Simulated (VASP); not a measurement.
# Ti (Im-3m) in VASP: elastic constants with r2SCAN

Aim: the elastic constants of Ti with r2SCAN.

Everything below comes from runs of VASP 6.6.1. Logs are shortened: lines on timing, memory, paths and dates and some standing lists are left out, and cuts for length are marked.

### 1 Starting point

Symmetry: Im-3m, No. 229, cubic system. Conventional cell: a = 3.307 Å, b = 3.307 Å, c = 3.307 Å, α = 90.00°, β = 90.00°, γ = 90.00°. Around Ti (site symmetry m-3m) lie 8 Ti at 2.86 Å.

This isn't the form of Ti at room conditions, which is hcp.

### 2 Elastic constants, r2SCAN

File POSCAR:

```
Ti
1.0
   -1.6532500000      1.6532500000      1.6532500000
    1.6532500000     -1.6532500000      1.6532500000
    1.6532500000      1.6532500000     -1.6532500000
Ti
1
Direct
    0.0000000000      0.0000000000      0.0000000000
```

File INCAR.step1:

```
ALGO     = Normal         # electronic algorithm
EDIFF    = 1E-8           # SCF threshold, eV
EDIFFG   = -0.002         # ionic threshold
ENCUT    = 600            # plane-wave cutoff, eV
IBRION   = 2              # ionic algorithm
ISIF     = 3              # what is computed and relaxed
ISMEAR   = 0              # smearing method
LASPH    = True           # aspherical terms in the spheres
LCHARG   = False          # write CHGCAR
LMIXTAU  = True         
LREAL    = False          # projectors in reciprocal space
LWAVE    = False          # write WAVECAR
METAGGA  = R2SCAN         # meta-GGA
NELM     = 100            # most SCF steps
NSW      = 40             # ionic steps
PREC     = Accurate       # precision mode
SIGMA    = 0.1            # smearing width, eV
```

File INCAR.step2:

```
ALGO     = Normal         # electronic algorithm
EDIFF    = 1E-8           # SCF threshold, eV
ENCUT    = 600            # plane-wave cutoff, eV
IBRION   = 6              # ionic algorithm
ISIF     = 3              # what is computed and relaxed
ISMEAR   = 0              # smearing method
LASPH    = True           # aspherical terms in the spheres
LCHARG   = False          # write CHGCAR
LMIXTAU  = True         
LREAL    = False          # projectors in reciprocal space
LWAVE    = False          # write WAVECAR
METAGGA  = R2SCAN         # meta-GGA
NELM     = 100            # most SCF steps
NFREE    = 2            
NSW      = 1              # ionic steps
POTIM    = 0.015          # step
PREC     = Accurate       # precision mode
SIGMA    = 0.1            # smearing width, eV
```

File KPOINTS:

```
k-points
0
Gamma
  18 18 18
```

Potentials or basis: VASP PAW PBE potentials, release 64 (Ti_sv).

Launch:

```
> cat potpaw_PBE.64/Ti_sv/POTCAR > POTCAR
> cp INCAR.step1 INCAR
> mpirun -np 1 vasp_std > vasp.out
> cp CONTCAR POSCAR
> cp INCAR.step2 INCAR
> mpirun -np 1 vasp_std > vasp.out
```

OUTCAR:

```text
EDIFF = 1E-8
   ENCUT = 600
   IBRION = 6
   ISIF = 3
   ISMEAR = 0
   LASPH = True
   LREAL = False
   METAGGA = R2SCAN
   NELM = 100
   NFREE = 2
   NSW = 1
   POTIM = 0.015
   PREC = Accurate

 ion  position               nearest neighbor table
   1  0.000  0.000  0.000-

  LATTYP: Found a body centered cubic cell.
 ALAT       =     3.2562708694

  Lattice vectors:

 A1 = (  -1.6281354347,   1.6281354347,   1.6281354347)
 A2 = (   1.6281354347,  -1.6281354347,   1.6281354347)
 A3 = (   1.6281354347,   1.6281354347,  -1.6281354347)

Analysis of symmetry for initial positions (statically):
=====================================================================
 Subroutine PRICEL returns:
 Original cell was already a primitive cell.

 Routine SETGRP: Setting up the symmetry group for a
 body centered cubic supercell.

 Subroutine GETGRP returns: Found 48 space group operations
 (whereof 48 operations were pure point group operations)
 out of a pool of 48 trial point group operations.

The static configuration has the point symmetry O_h .

Analysis of symmetry for dynamics (positions and initial velocities):
=====================================================================
 Subroutine PRICEL returns:
 Original cell was already a primitive cell.

 Routine SETGRP: Setting up the symmetry group for a
 body centered cubic supercell.

 Subroutine GETGRP returns: Found 48 space group operations
 (whereof 48 operations were pure point group operations)
 out of a pool of 48 trial point group operations.

The dynamic configuration has the point symmetry O_h .

 Subroutine INISYM returns: Found 48 space group operations
 (whereof 48 operations are pure point group operations),
 and found     1 'primitive' translations

----------------------------------------------------------------------------------------

                                     Primitive cell

  volume of cell :      17.2636

  direct lattice vectors                    reciprocal lattice vectors
    -1.628135435  1.628135435  1.628135435     0.000000000  0.307099759  0.307099759
     1.628135435 -1.628135435  1.628135435     0.307099759  0.000000000  0.307099759
     1.628135435  1.628135435 -1.628135435     0.307099759  0.307099759  0.000000000

  length of vectors
     2.820013294  2.820013294  2.820013294     0.434304645  0.434304645  0.434304645

  position of ions in fractional coordinates (direct lattice)
     0.000000000  0.000000000  0.000000000

  ion indices of the primitive-cell ions
   primitive index   ion index
                 1           1

----------------------------------------------------------------------------------------

 KPOINTS: k-points

Automatic generation of k-mesh.
 Grid dimensions read from file:
 generate k-points for:   18   18   18

 Generating k-lattice:

  Cartesian coordinates                     Fractional coordinates (reciprocal lattice)
     0.000000000  0.017061098  0.017061098     0.055555556  0.000000000  0.000000000
     0.017061098  0.000000000  0.017061098     0.000000000  0.055555556  0.000000000
     0.017061098  0.017061098  0.000000000     0.000000000  0.000000000  0.055555556

  Length of vectors
[... 100 lines left out ...]
  ext. energy  EPLUGINS =         0.00000000
  ---------------------------------------------------
  free energy    TOTEN  =       -12.81916809 eV

  energy without entropy =      -12.80921548  energy(sigma->0) =      -12.81419179

------------------------ aborting loop because EDIFF is reached ----------------------------------------

  FORCE on cell =-STRESS in cart. coord.  units (eV):
  Direction    XX          YY          ZZ          XY          YZ          ZX
  --------------------------------------------------------------------------------------
  -------------------------------------------------------------------------------------
  Total       -0.0005630     -0.0005630     -0.0005630      0.0000000      0.0000000      0.0000000
  in kB       -0.0522472     -0.0522472     -0.0522472      0.0000000      0.0000000      0.0000000
  external PRESSURE =      -0.0522472 kB  Pullay stress =       0.0000000 kB
[... 86 lines left out ...]
  FREE ENERGIE OF THE ION-ELECTRON SYSTEM (eV)
  ---------------------------------------------------
  free  energy   TOTEN  =       -12.8179501602 eV

  energy  without entropy=      -12.8078677989  energy(sigma->0) =      -12.81290898

[... ionic steps 4 to 12 ...]

--------------------------------------- Ionic step       13  -------------------------------------------

 number of electron      11.9999997 magnetization

------------------------ aborting loop because EDIFF is reached ----------------------------------------
[... 65 lines left out ...]
--------------------------------------- Ionic step       15  -------------------------------------------

 number of electron      11.9999999 magnetization

 Free energy of the ion-electron system (eV)
  ---------------------------------------------------
  ext. energy  EPLUGINS =         0.00000000
  ---------------------------------------------------
  free energy    TOTEN  =       -12.81916958 eV

  energy without entropy =      -12.80921696  energy(sigma->0) =      -12.81419327

 E-fermi :   8.1876     XC(G=0): -12.4306

 val. band max:        8.1836552748   @ k =  -0.3889   0.3889   0.1111
 cond. band min:       8.1878083542   @ k =   0.3333   0.1667   0.0556
 fundamental gap:      0.0041530794
 Fermi energy:         8.1875659662

 k-point     1 :       0.0000    0.0000    0.0000
  band No.  band energies     occupation
      1     -50.7113      2.00000
      2     -25.5081      2.00000
      3     -25.5081      2.00000
      4     -25.5080      2.00000
      5       1.8330      2.00000
      6       9.3339      0.00000
      7       9.3339      0.00000
      8       9.3339      0.00000
      9      11.1273      0.00000
     10      11.1273      0.00000
[... 287 lines left out ...]
 k-point    24 :       0.3889    0.1111    0.0000
  band No.  band energies     occupation
      1     -50.5707      2.00000
      2     -26.1716      2.00000
      3     -25.7464      2.00000
      4     -25.5433      2.00000
      5       5.8094      2.00000
      6       7.8856      1.99998
      7       8.5865      0.00000
      8      11.0593      0.00000
      9      11.6159      0.00000
     10      13.0170      0.00000

 [... further k-points ...]

------------------------ aborting loop because EDIFF is reached ----------------------------------------

  FORCE on cell =-STRESS in cart. coord.  units (eV):
  Direction    XX          YY          ZZ          XY          YZ          ZX
  --------------------------------------------------------------------------------------
  -------------------------------------------------------------------------------------
  Total       -0.0006684     -0.0006684     -0.0006684     -0.0000000      0.0000000      0.0000000
  in kB       -0.0620312     -0.0620312     -0.0620312     -0.0000000      0.0000000      0.0000000
  external PRESSURE =      -0.0620312 kB  Pullay stress =       0.0000000 kB
[... 16 lines left out ...]
  FREE ENERGIE OF THE ION-ELECTRON SYSTEM (eV)
  ---------------------------------------------------
  free  energy   TOTEN  =       -12.8191695810 eV

  energy  without entropy=      -12.8092169619  energy(sigma->0) =      -12.81419327

 INTERNAL STRAIN TENSORS FROM STRAINED CELLS
 ============================================

 INTERNAL STRAIN TENSOR FOR ION    1 for displacements in x,y,z  (eV/Angst):
          X           Y           Z          XY          YZ          ZX
  --------------------------------------------------------------------------------
  x    -0.00000     0.00000    -0.00000    -0.00000     0.00000     0.00000
  y    -0.00000     0.00000    -0.00000    -0.00000    -0.00000     0.00000
  z    -0.00000    -0.00000    -0.00000    -0.00000     0.00000    -0.00000

 INTERNAL STRAIN TENSORS FROM DISPLACED ATOMS
 ============================================

 INTERNAL STRAIN TENSOR FOR ION    1 for displacements in x,y,z  (eV/Angst):
          X           Y           Z          XY          YZ          ZX
  --------------------------------------------------------------------------------
  x     0.00000     0.00000     0.00000     0.00000     0.00000     0.00000
  y     0.00000     0.00000     0.00000     0.00000     0.00000     0.00000
  z     0.00000     0.00000     0.00000     0.00000     0.00000     0.00000

 Eigenvectors and eigenvalues of the dynamical matrix
 ----------------------------------------------------

   1 f  =    0.000000 THz     0.000000 2PiTHz    0.000000 cm-1     0.000000 meV
             X         Y         Z           dx          dy          dz
      0.000000  0.000000  0.000000    -0.371391   -0.928477    0.000000

   2 f  =    0.000000 THz     0.000000 2PiTHz    0.000000 cm-1     0.000000 meV
             X         Y         Z           dx          dy          dz
      0.000000  0.000000  0.000000    -0.928477    0.371391    0.000000

   3 f  =    0.000000 THz     0.000000 2PiTHz    0.000000 cm-1     0.000000 meV
             X         Y         Z           dx          dy          dz
      0.000000  0.000000  0.000000     0.000000    0.000000    1.000000

--------------------------------------------------------------------------------------------------------

 ELASTIC MODULI CONTR FROM IONIC RELAXATION (kBar)
 Direction    XX          YY          ZZ          XY          YZ          ZX
 --------------------------------------------------------------------------------
 XX           0.0000      0.0000      0.0000      0.0000      0.0000      0.0000
 YY           0.0000      0.0000      0.0000      0.0000      0.0000      0.0000
 ZZ           0.0000      0.0000      0.0000      0.0000      0.0000      0.0000
 XY           0.0000      0.0000      0.0000      0.0000      0.0000      0.0000
 YZ           0.0000      0.0000      0.0000      0.0000      0.0000      0.0000
 ZX           0.0000      0.0000      0.0000      0.0000      0.0000      0.0000
 --------------------------------------------------------------------------------

 TOTAL ELASTIC MODULI (kBar)
 Direction    XX          YY          ZZ          XY          YZ          ZX
 --------------------------------------------------------------------------------
 XX         955.5976   1187.7069   1187.7069      0.0000      0.0000      0.0000
 YY        1187.7069    955.5976   1187.7069     -0.0000      0.0000     -0.0000
 ZZ        1187.7069   1187.7069    955.5976      0.0000     -0.0000     -0.0000
 XY           0.0000     -0.0000      0.0000    466.8398      0.0000     -0.0000
 YZ           0.0000      0.0000     -0.0000      0.0000    466.8398      0.0000
 ZX           0.0000     -0.0000     -0.0000     -0.0000      0.0000    466.8398
 --------------------------------------------------------------------------------
```

Run time: 50 min. Hardware: 1 thread of Intel Xeon 6975P-C (Granite Rapids), shared host; peak memory 0.71 GiB.

What came out:

* Relaxed volume: 17.26 Å³/atom
* Relaxed cell: a = 2.820 Å, b = 2.820 Å, c = 2.820 Å, α = 109.47°, β = 109.47°, γ = 109.47°
* Space group after relaxing (to 0.05 Å): Im-3m (No. 229)
* Elastic constants C11, C12, C44: 96, 119, 47 GPa
* Voigt bulk modulus: 111 GPa

Step by step:
```csv
step,energy change (eV),largest force (eV/Å),pressure (GPa),volume (Å³)
1,0.0000,0.0000,-4.72,18.07
2,-0.0062,0.0000,3.74,16.72
3,-0.0124,0.0000,-0.02,17.26
```

Final structure:
```
CELL_PARAMETERS angstrom
-1.62814 1.62814 1.62814
1.62814 -1.62814 1.62814
1.62814 1.62814 -1.62814
ATOMIC_POSITIONS crystal
Ti 0.00000 0.00000 0.00000
```

Elastic tensor in Voigt notation (GPa, in the Cartesian axes of the cell as first typed):
```
 96 119 119   0   0   0
119  96 119   0   0   0
119 119  96   0   0   0
  0   0   0  47   0   0
  0   0   0   0  47   0
  0   0   0   0   0  47
```

Clamped-ion elastic tensor (GPa):
```
 96 119 119   0   0   0
119  96 119   0   0   0
119 119  96   0   0   0
  0   0   0  47   0   0
  0   0   0   0  47   0
  0   0   0   0   0  47
```

Caveat: the elastic tensor has a negative eigenvalue, so either the cell is unstable as it stands or the mesh is too thin; the PAW data sets were made with another functional, which shifts forces and pressure a little.
